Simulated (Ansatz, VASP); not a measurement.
## Se in VASP and in Ansatz

File INCAR:

```
  PREC = Accurate
  ENCUT = 520
  EDIFF = 1E-6
  ISMEAR = -1
  SIGMA = 0.1
  LREAL = F
  LASPH = T
  NELM = 100
  ALGO = Normal
  ISIF = 2
  LWAVE = F
  LCHARG = F
  GGA = RP
  NBANDS = 9
```

The input KPOINTS:

```
regular mesh
0
Gamma
  12 12 12
```

POSCAR

```
Se
1.0
    2.8167607207      0.0000000000      0.0000000000
    0.0000000000      2.8167607207      0.0000000000
    0.0000000000      0.0000000000      2.8167607207
Se
1
Direct
    0.0000000000      0.0000000000      0.0000000000
```

Input for Ansatz:

```yaml
crystal:
  lattice:
    - [2.8167607207, 0.0, 0.0]
    - [0.0, 2.8167607207, 0.0]
    - [0.0, 0.0, 2.8167607207]
  atoms:
    - { symbol: Se, position: [0.0, 0.0, 0.0] }
hamiltonian:
  xc: rpbe
  pseudopotentials:
    kind: paw
    azcp:
      Se: "pseudopotentials/Se.paw.azcp"
basis:
  ecutwfc: 420
  fft_grid_basis: typed
kpoints:
  mp_grid: { grid: [12, 12, 12], shift: [0, 0, 0] }
magnetization:
  spin_polarized: false
scf:
  occupations: { method: fermi_dirac, width: 0.1 }
  lower_state_search: "off"
output:
  stress: true
```

Alike in both runs: task single point; functional RPBE; k mesh 12 × 12 × 12; occupations fermi-dirac, width 0.1 eV; no spin polarisation.

|  | VASP | Ansatz |
| --- | --- | --- |
| version | VASP 6.6.1 | Ansatz 0.2.0 |
| potentials or method | VASP PAW PBE potentials, release 64 (Se) | plane waves (420 eV) with PAW, scalar-relativistic |
| plane-wave cutoff (eV) | 520 | 420 |
| valence electrons in the cell | 6 | 16 |

|  | VASP | Ansatz | Ansatz less VASP |
| --- | --- | --- | --- |
| pressure (GPa) | 3.0 | 3.0 | 0.00 |

The two sets of potentials don't hold the same shells in valence.

Caveats: the PAW data sets were made with another functional, which shifts forces and pressure a little (VASP).
